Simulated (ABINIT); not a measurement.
Runs of ABINIT 10.8.3 (patched build) on BeS. Symmetry: F-43m, No. 216, cubic system. The conventional cell has a = 4.850 Å, b = 4.850 Å, c = 4.850 Å, α = 90.00°, β = 90.00°, γ = 90.00°. S (site symmetry -43m) is surrounded by 4 Be at 2.10 Å. Be (site symmetry -43m) has 4 S at 2.10 Å as nearest neighbours. 

| task | level | potentials or basis | cutoff (eV) | fine-grid cutoff | gap on the mesh (eV) | pressure (GPa) | V0 of scaled cells (Å³/atom) | B0 (GPa) |
| --- | --- | --- | --- | --- | --- | --- | --- | --- |
| band structure | PBEsol | JTH PAW PBE v2.0 | 544 | 1088.46 eV | 3.02 | -0.8 | - | - |
| band structure | r2SCAN | JTH PAW PBE v2.0 | 653 | 1251.72 eV | 3.67 | 1.1 | - | - |
| band structure | LDA | JTH PAW LDA v2.0 | 544 | 1088.46 eV | (a) | -3.3 | - | - |
| band structure | PBE | JTH PAW PBE v2.0 | 544 | 1088.46 eV | (d) | 1.4 | - | - |
| equation of state | LDA | JTH PAW LDA v2.0 | 544 | 1088.46 eV | - | - | (c) | 103 |
| equation of state | PBEsol | JTH PAW PBE v2.0 | 544 | 1088.46 eV | - | - | 14.15 | (b) |
| band structure | TB-mBJ | JTH PAW LDA v2.0 | 653 | 1251.72 eV | 4.20 | - | - | - |

Alike in all rows: no spin polarisation; cell as given; k mesh 9 × 9 × 9; smearing fermi-dirac 0.05 eV.

Fill in the values left out.

(a) 2.99; (b) 97; (c) 13.80; (d) 3.20.

Caveats: the mesh misses the band edges, which the band path finds closer together (some runs); the PAW data sets were made with another functional, which shifts forces and pressure a little (some runs); pressures at fixed basis lie under the slope of the energies (some runs); the constant c of TB-mBJ comes from the pseudo density here, which moves gaps by up to 0.3 eV between sets of potentials (some runs).
